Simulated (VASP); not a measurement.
Runs of VASP 6.6.1 on TiSi2. Symmetry: Fddd, No. 70, orthorhombic system. The conventional cell has a = 4.779 Å, b = 8.235 Å, c = 8.526 Å, α = 90.00°, β = 90.00°, γ = 90.00°. Ti (site symmetry 222) has 10 Si at 2.55 to 2.78 Å as nearest neighbours. Si (site symmetry 2) has 5 Si at 2.52 to 2.79 Å and 5 Ti at 2.55 to 2.78 Å as nearest neighbours. The cell is a database's computed one.

```tsv
task	level	potentials or basis	cell	k mesh	cutoff (eV)	smearing	k mesh for the DOS	occupations for the DOS	gap on the mesh (eV)	pressure (GPa)	relaxed volume (Å³/atom)	largest force (eV/Å)
relaxation of cell and atoms	RPBE	VASP PAW PBE potentials, release 64 (Ti_sv, Si)	relaxed	7 × 7 × 7	600	fermi-dirac 0.05 eV	-	-	none	0.0	14.40	-
relaxation of cell and atoms	BLYP+D4	VASP PAW PBE potentials, release 64 (Ti_sv, Si)	relaxed	7 × 7 × 7	600	fermi-dirac 0.05 eV	-	-	none	0.0	14.03	-
single point	PBE	VASP PAW PBE potentials, release 64 (Ti_sv, Si)	as given	7 × 7 × 7	520	gaussian 0.014 eV	-	-	none	2.0	-	(b)
relaxation of cell and atoms	PBE+TS	VASP PAW PBE potentials, release 64 (Ti_sv, Si)	relaxed	7 × 7 × 7	600	fermi-dirac 0.05 eV	-	-	none	0.0	13.54	-
band structure	PBE	VASP PAW PBE potentials, release 64 (Ti, Si)	as given	7 × 7 × 7	500	fermi-dirac 0.05 eV	-	-	-	1.9	-	0.02
band structure	PBE	VASP PAW PBE potentials, release 64 (Ti_sv_GW, Si_GW)	as given	5 × 5 × 5	600	fermi-dirac 0.05 eV	-	-	-	(a)	-	0.03
```

Alike in all rows: no spin polarisation.

Q: Estimate the missing entries.

A: (a) 1.6; (b) 0.01.

Caveats: the PAW data sets were made with another functional, which shifts forces and pressure a little (some runs); pairwise dispersion overbinds metals, which lowers pressure and volume (some runs); atom-pairwise D2, TS and ULG terms overbind metals (some runs).

A k mesh can miss the band edges.

A gap of «none» marks a metal or a gap under the smearing width.

Not every run made on this cell is shown here.
